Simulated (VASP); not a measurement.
Wanted: the native input for a VASP 6.6.1 run.

```
Task                   : single point
Functional             : PBE
Potentials or basis    : VASP PAW PBE potentials, release 64 (Pt)
Cutoff                 : 520 eV
k mesh                 : 10 × 10 × 1
Occupations            : fermi-dirac, width 0.05 eV
Spin                   : no spin polarisation
Dipole correction      : yes
Further INCAR settings : ALGO = Normal; EDIFF = 1e-07
```

The structure of Pt lies in POSCAR:

```
Pt
1.0
    2.5230800000      0.0000000000      0.0000000000
    0.0000000000      2.5230800000      0.0000000000
    0.0000000000      0.0000000000     23.8000000000
Pt
1
Direct
    0.0000000000      0.0000000000      0.2941200000
```

The cell was built by a generator and needn't be a form met in nature.

The input as run:

INCAR

```
SYSTEM = Pt
ALGO     = Normal         ! electronic algorithm
DIPOL    = 0.5 0.5 0.294
EDIFF    = 1E-7           ! SCF threshold, eV
ENCUT    = 520            ! plane-wave cutoff, eV
GGA      = PE             ! functional
IDIPOL   = 3            
ISIF     = 2              ! what is computed and relaxed
ISMEAR   = -1             ! smearing method
LASPH    = .TRUE.         ! aspherical terms in the spheres
LCHARG   = .FALSE.        ! write CHGCAR
LDIPOL   = .TRUE.       
LREAL    = .FALSE.        ! projectors in reciprocal space
LWAVE    = .FALSE.        ! write WAVECAR
NELM     = 100            ! most SCF steps
PREC     = Accurate       ! precision mode
SIGMA    = 0.05           ! smearing width, eV
```

KPOINTS

```
k-points
0
G
  10 10 1
  0 0 0
```

Potentials or basis: VASP PAW PBE potentials, release 64 (Pt).

The run is started by

```console
$ cat potpaw_PBE.64/Pt/POTCAR > POTCAR
$ mpirun -np 1 vasp_std > vasp.out
```

It gave:

The band gap on the k mesh is none (metal or under the smearing width).

Wall time 42 s on 1 thread of AMD EPYC 7R43 64-Core Processor (Zen 3), with other jobs on the host, peak memory 0.21 GiB.
